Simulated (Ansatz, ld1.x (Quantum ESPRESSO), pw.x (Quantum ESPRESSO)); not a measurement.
# Equation-of-state test of one PAW potential (As)

arsenic, PAW, made with ld1.x (Quantum ESPRESSO) 7.5 (PBE, scalar-relativistic). Core [Ar] 3d10, reference 4s2 4p3. Waves: 4s (bound): rcut 1.45, rcutus 1.70 bohr; 4s channel at -0.15 Ry: rcut 1.45, rcutus 1.70 bohr; 4p (bound): rcut 1.80, rcutus 2.35 bohr; 4p channel at 3.35 Ry: rcut 1.80, rcutus 2.35 bohr; 4d channel at 0.35 Ry: rcut 1.50, rcutus 1.90 bohr; 4d channel at 2.8 Ry: rcut 1.50, rcutus 1.90 bohr. Local part: all-electron potential smoothed inside 1.30 bohr (lloc = -1). Core correction: Bessel-smoothed model core inside 1.40 bohr. Augmentation charge: PSQ, radius 1.25 bohr.

Crystal test: sc As in pw.x 7.5, no spin, 12³ k-points, Fermi–Dirac smearing 0.01 Ry, cutoffs 40/400 Ry. The lattice is a test structure that the element need not adopt, and mesh and smearing are coarse.

pw.x input:

```
&control
  calculation='scf', prefix='x', pseudo_dir='./', outdir='./tmp', tstress=.true., disk_io='none'
/
&system
  ibrav=0, nat=1, ntyp=1, ecutwfc=40, ecutrho=400, nbnd=9,
  occupations='smearing', smearing='fd', degauss=0.01
/
&electrons
  conv_thr=1e-09, mixing_beta=0.4, electron_maxstep=70
/
ATOMIC_SPECIES
As 1.0 As.UPF
CELL_PARAMETERS angstrom
  2.73751920 0.00000000 0.00000000
  0.00000000 2.73751920 0.00000000
  0.00000000 0.00000000 2.73751920
ATOMIC_POSITIONS crystal
As 0.0000 0.0000 0.0000
K_POINTS automatic
12 12 12 0 0 0
```

```bash
pw.x < As.scf.in > As.scf.out
```

Problem. How does the run end?

Solution. It converges; the pressure is -0.67 GPa against -0.24 GPa from all-electron LAPW. The logarithmic derivative shows an extra or strongly shifted pseudo pole above the reference energy (d near 1.37 Ry). The log shows:

```
     lattice parameter (alat)  =       5.1732  a.u.
     unit-cell volume          =     138.4421 (a.u.)^3
     number of electrons       =         5.00
     number of Kohn-Sham states=            9
     kinetic-energy cutoff     =      40.0000  Ry
     charge density cutoff     =     400.0000  Ry
     scf convergence threshold =      1.0E-09
     Exchange-correlation= SLA  PW   PBX  PBC
     number of k points=    84  Fermi-Dirac smearing, width (Ry)=  0.0100
     iteration #  1     ecut=    40.00 Ry     beta= 0.40
     total energy              =    -175.98493845 Ry
     estimated scf accuracy    <       0.00214414 Ry
     iteration #  2     ecut=    40.00 Ry     beta= 0.40
     total energy              =    -175.98511984 Ry
     estimated scf accuracy    <       0.00080501 Ry
     iteration #  3     ecut=    40.00 Ry     beta= 0.40
     total energy              =    -175.98513665 Ry
     estimated scf accuracy    <       0.00000223 Ry
     iteration #  4     ecut=    40.00 Ry     beta= 0.40
     total energy              =    -175.98513843 Ry
     estimated scf accuracy    <       0.00000013 Ry
     iteration #  5     ecut=    40.00 Ry     beta= 0.40
     total energy              =    -175.98513846 Ry
     estimated scf accuracy    <          3.7E-09 Ry
     iteration #  6     ecut=    40.00 Ry     beta= 0.40
     the Fermi energy is     7.8895 ev
!    total energy              =    -175.98513847 Ry
     estimated scf accuracy    <          1.7E-10 Ry
     smearing contrib. (-TS)   =      -0.00248970 Ry
     The total energy is F=E-TS. E is the sum of the following terms:
     one-electron contribution =       4.76364212 Ry
     hartree contribution      =       0.52097258 Ry
     xc contribution           =     -15.21404956 Ry
     ewald contribution        =     -13.71162225 Ry
     one-center paw contrib.   =    -152.34159166 Ry
     convergence has been achieved in   6 iterations
          total   stress  (Ry/bohr**3)                   (kbar)     P=       -6.68
     Message from routine punch:
     Nothing written, as per user request (disk_io='none')
```
